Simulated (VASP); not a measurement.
Set up this calculation in VASP 6.6.1, as the native input.

| Item | Value |
| --- | --- |
| Task | single point |
| Functional | PBE |
| Potentials or basis | VASP PAW PBE potentials, release 64 (Al) |
| Cutoff | 520 eV |
| k mesh | 11 × 11 × 11 |
| Occupations | gaussian, width 0.014 eV |
| Spin | no spin polarisation |
| Further INCAR settings | ALGO = Normal; EDIFF = 1e-06; NBANDS = 8 |

The structure of Al lies in POSCAR:

```
Al
1.0
    0.0000000000      2.0248050000      2.0248050000
    2.0248050000      0.0000000000      2.0248050000
    2.0248050000      2.0248050000      0.0000000000
Al
1
Direct
    0.0000000000      0.0000000000      0.0000000000
```

The input as run:

INCAR

```
SYSTEM = Al
ALGO = Normal
EDIFF = 1E-6
ENCUT = 520
GGA = PE
ISIF = 2
ISMEAR = 0
LASPH = .TRUE.
LCHARG = .FALSE.
LREAL = .FALSE.
LWAVE = .FALSE.
NBANDS = 8
NELM = 60
PREC = Accurate
SIGMA = 0.014
```

KPOINTS

```
k-points
0
G
  11 11 11
  0 0 0
```

Potentials or basis: VASP PAW PBE potentials, release 64 (Al).

Run with:

```console
$ cat potpaw_PBE.64/Al/POTCAR > POTCAR
$ mpirun -np 1 vasp_std > vasp.out
```

Results of the run:

The pressure is -0.5 GPa and the band gap on the k mesh is none (metal or under the smearing width).

Run time: 6.5 s on 1 thread of Intel(R) Xeon(R) Platinum 8375C CPU @ 2.90GHz (Ice Lake) (shared host), peak memory 0.12 GiB.
